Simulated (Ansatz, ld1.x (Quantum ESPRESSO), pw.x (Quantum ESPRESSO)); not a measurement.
**tantalum: one change to the PAW potential, in the atom and in the diamond crystal**

tantalum, PAW, made with ld1.x (Quantum ESPRESSO) 7.5 (PBE, scalar-relativistic). Core [Xe] 4f14, reference 5d3 6s2 6p0. Waves: 6s (bound): rcut 2.95, rcutus 3.20 bohr; 6s channel at 3.7 Ry: rcut 2.95, rcutus 3.20 bohr; 6p (bound, empty): rcut 3.55, rcutus 3.85 bohr; 6p channel at 1.1 Ry: rcut 3.55, rcutus 3.85 bohr; 5d (bound): rcut 1.90, rcutus 2.25 bohr; 5d channel at 1.3 Ry: rcut 1.90, rcutus 2.25 bohr. Local part: all-electron potential smoothed inside 2.30 bohr (lloc = -2). Core correction: Bessel-smoothed model core inside 2.00 bohr. Augmentation charge: PSQ, inside the norm-conserving radii.

Change: all radii but the core radius scaled by about 0.83 (s 2.64, p 3.18, d 1.86 bohr, rcut 2.42/2.92/1.56); local potential all-electron potential smoothed inside 1.90 bohr (lloc = -2).

Cutoffs, loose and tight: the cutoffs (Ry, on a coarse ladder) from which the occupation-weighted sum of valence levels, in a spherical-Bessel basis at the reference potential, stays within 10 and 1 mRy of its value at 400 Ry. They do not see the model core or the augmentation charge, which bear on the density cutoff. Test errors are all-electron minus pseudo excitation energies from the reference, over the configurations 5d3 6s1 6p0; 5d3 6s0 6p0; 5d2 6s0 6p0; 5d2 6s2 6p1; 5d3.5 6s1.5 6p0; 5d3 6s1.5 6p0; 5d3 6s1 6p1; variants that change the core or the reference have their own tests.

Crystal test: diamond Ta in pw.x 7.5, no spin, 8³ k-points, Fermi–Dirac smearing 0.01 Ry, cutoffs set for each file from its atomic test. The reference is all-electron LAPW (Ansatz 0.2.0) with the same functional, mesh and smearing; V0 and B0 come from Birch–Murnaghan fits to the pressures at five volumes. Errors are pseudo minus all-electron; Δ is the rms difference of the E(V) curves that follow from these fits, minima aligned, over ±6 % about the mean V0. Mesh and smearing are coarse, so the numbers serve the comparison and aren't converged zero-temperature values; the lattice is a test structure that the element need not adopt.

All-electron: a0 = 6.108 Å (V0 = 28.49 Å³/atom), B0 = 68.6 GPa.

Question: Does the change bring the crystal closer to the all-electron result?

Answer: The mean pressure error goes from +0.96 to -1.26 GPa, so the change moves the solid further from the all-electron pressures.

```csv
quantity,base,changed
outcome (atom),generated,generated
"cutoff, loose (atom)",18 Ry,30 Ry
"cutoff, tight (atom)",21 Ry,35 Ry
bound ghosts (atom),none,none
largest test error (meV) (atom),-235,-235
cutoffs in pw.x (Ry),40/320,45/360
a0 (Å),6.138,6.069
a0 error (%),+0.48,-0.64
B0 error (%),-2.3,-4.9
Δ (meV/atom),6.0,8.1
mean pressure error (GPa),+0.96,-1.26
```

Base: The largest radius (3.85 bohr) exceeds half the bond length (2.50 bohr), so the spheres overlap, which is one possible source of error among others. Changed file: The largest radius (3.18 bohr) exceeds half the bond length (2.50 bohr), so the spheres overlap, which is one possible source of error among others. This is a poor potential for the solid. The logarithmic derivative shows an extra or strongly shifted pseudo pole above the reference energy (s near 1.24 Ry). The atomic cutoffs weigh occupied waves only.
